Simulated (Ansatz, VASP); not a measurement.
## As: VASP beside Ansatz

Contents of INCAR:

```
SYSTEM = As
ALGO     = Normal         ! electronic algorithm
EDIFF    = 1E-6           ! SCF threshold, eV
ENCUT    = 520            ! plane-wave cutoff, eV
GGA      = CA             ! functional
ISIF     = 2              ! what is computed and relaxed
ISMEAR   = 1              ! smearing method
LASPH    = .True.         ! aspherical terms in the spheres
LCHARG   = .False.        ! write CHGCAR
LREAL    = .False.        ! projectors in reciprocal space
LWAVE    = .False.        ! write WAVECAR
NBANDS   = 8              ! bands
NELM     = 100            ! most SCF steps
PREC     = Accurate       ! precision mode
SIGMA    = 0.1            ! smearing width, eV
```

The input KPOINTS:

```
k-points
0
Gamma
  7 7 7
  0 0 0
```

The input POSCAR:

```
As
1.0
    2.6742129946      0.0000000000      0.0000000000
    0.0000000000      2.6742129946      0.0000000000
    0.0000000000      0.0000000000      2.6742129946
As
1
Direct
    0.5000000000      0.5000000000      0.5000000000
```

Input for Ansatz:

```yaml
crystal:
  lattice:
    - [2.6742129946046442, -5.946332042058392e-19, 0.0]
    - [-1.1948654342356088e-18, 2.6742129946046447, 0.0]
    - [1.529318505915231e-19, -1.700282597643356e-38, 2.674212994604644]
  atoms:
    - { symbol: As, position: [0.5, 0.5, 0.5] }
basis:
  ecutwfc: 530.0
  ecutrho_ratio: 8
kpoints:
  mp_grid:
    grid: [7, 7, 7]
hamiltonian:
  xc: lda
  pseudopotentials:
    kind: paw
scf:
  max_iter: 200
  n_extra_bands: 16
  convergence:
    dr2_threshold: 1.0e-09
  mixing:
    algorithm: broyden
  occupations:
    method: cold
    width: 0.1
output:
  forces: true
  stress: true
```

This isn't the form of As at room conditions, which is rhombohedral.

Alike in both runs: task single point; functional LDA; k mesh 7 × 7 × 7; no spin polarisation.

```csv
,VASP,Ansatz
version,VASP 6.6.1,Ansatz 0.2.0
potentials or method,"VASP PAW LDA potentials, release 64 (As)","plane waves, PAW"
plane-wave cutoff (eV),520,530
occupations,"methfessel-paxton of order 1, width 0.1 eV","cold, width 0.1 eV"
valence electrons in the cell,5,15
```

VASP gave:

```
pressure (GPa) : 0.5
```

Problem. Estimate Ansatz's values.

Solution. Pressure (GPa): 0.1.

The two sets of potentials don't hold the same shells in valence. Ansatz warned: «stress_scf_threshold_loose».
